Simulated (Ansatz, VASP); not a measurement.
## Ti in VASP and in Ansatz

The input INCAR:

```
PREC = Accurate
ENCUT = 520
EDIFF = 1E-6
ISMEAR = 0
SIGMA = 0.15
LREAL = False
LASPH = True
NELM = 60
ALGO = Fast
ISIF = 2
LWAVE = False
LCHARG = True
GGA = PS
LELF = True
LVHAR = True
NBANDS = 12
```

Contents of KPOINTS:

```
Automatic mesh
0
Gamma
  22 22 22
```

File POSCAR:

```
Ti
1.0
   -1.5847237868      1.5847237868      1.4706236741
    1.5847237868     -1.5847237868      1.4706236741
    1.5847237868      1.5847237868     -1.4706236741
Ti
1
Direct
    0.0000000000      0.0000000000      0.0000000000
```

Input for Ansatz:

```yaml
crystal:
  lattice:
    - [-1.5847237868, 1.5847237868, 1.4706236741]
    - [1.5847237868, -1.5847237868, 1.4706236741]
    - [1.5847237868, 1.5847237868, -1.4706236741]
  atoms:
    - { symbol: Ti, position: [0.0, 0.0, 0.0] }
basis:
  ecutwfc: 520.0
kpoints:
  mp_grid: { grid: [22, 22, 22] }
hamiltonian:
  xc: pbesol
  pseudopotentials: { kind: paw, azcp: { folder: soft_1 } }
scf:
  occupations: { method: gaussian, width: 0.15 }
output:
  forces: true
  stress: true
  eigenvalues: true
```

Alike in both runs: task single point; functional PBEsol; k mesh 22 × 22 × 22; occupations gaussian, width 0.15 eV; no spin polarisation.

|  | VASP | Ansatz |
| --- | --- | --- |
| version | VASP 6.6.1 | Ansatz 0.2.0 |
| potentials or method | VASP PAW PBE potentials, release 64 (Ti_sv) | scalar-relativistic, plane waves, PAW |
| plane-wave cutoff (eV) | 520 | 520 |
| valence electrons in the cell | 12 | 12 |

Ansatz gave:

| Property | Result |
| --- | --- |
| gap on the k mesh at the Fermi level (eV) | none |
| pressure (GPa) | 15.4 |
| largest component of the traceless stress (GPa) | 1.50 |

Which values does VASP return?

gap on the k mesh at the Fermi level (eV): none; pressure (GPa): 15.0; largest component of the traceless stress (GPa): 1.55.

A gap of «none» marks a metal or a gap that the smearing closes. Ansatz warned: «pseudo_functional_mismatch».

Caveats: so large a pressure means that the cell lies far from this level's equilibrium, or that cutoff or potentials fall short (VASP); the potentials were made for another functional, which shifts forces and pressure (VASP).
